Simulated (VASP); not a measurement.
TaN:

```xyz
4
Lattice="2.9218 0.0000 0.0000 -1.4609 2.5303 0.0000 0.0000 0.0000 5.9165" Properties=species:S:1:pos:R:3 pbc="T T T"
Ta    0.0000    0.0000    2.9583
Ta    0.0000    0.0000    0.0000
N     0.0000    1.6869    1.4791
N     1.4609    0.8434    4.4374
```

The cell comes from a database or a generator and needn't be the stable form of this composition.

- Program: VASP 6.6.1
- Task: relaxation of cell and atoms
- Functional: RPBE
- Dispersion: D3
- Potentials or basis: VASP PAW PBE potentials, release 64 (Ta_pv, N)
- Cutoff: 600 eV
- k mesh: 10 × 10 × 5
- Occupations: fermi-dirac, width 0.05 eV
- Spin: no spin polarisation

At the start: pressure -4.4 GPa; volume 10.94 Å³/atom.

How do energy, volume and symmetry change on relaxing?

Over 5 steps the energy falls by 2.9 meV/atom and the volume is 10.78 Å³/atom (-1.4 %); space group P6_3/mmc (No. 194, to 0.05 Å).

The path:
```csv
step,energy change (eV),largest force (eV/Å),pressure (GPa),volume (Å³)
1,0.0000,0.0000,-4.37,43.74
2,0.0287,0.0000,10.34,41.88
3,-0.0110,0.0000,0.40,43.09
4,-0.0111,0.0000,-0.42,43.17
5,-0.0116,0.0000,-0.02,43.13
```

Final structure:
```yaml
crystal:
  lattice:
    - [2.90036, 0.00000, 0.00000]
    - [-1.45018, 2.51178, 0.00000]
    - [0.00000, 0.00000, 5.92060]
  atoms:
    - { symbol: Ta, position: [0.00000, 0.00000, 0.50000] }
    - { symbol: Ta, position: [0.00000, 0.00000, 0.00000] }
    - { symbol: N, position: [0.33333, 0.66667, 0.25000] }
    - { symbol: N, position: [0.66667, 0.33333, 0.75000] }
```

Caveat: the PAW data sets were made with another functional, which shifts forces and pressure a little; pairwise dispersion overbinds metals, which lowers pressure and volume.
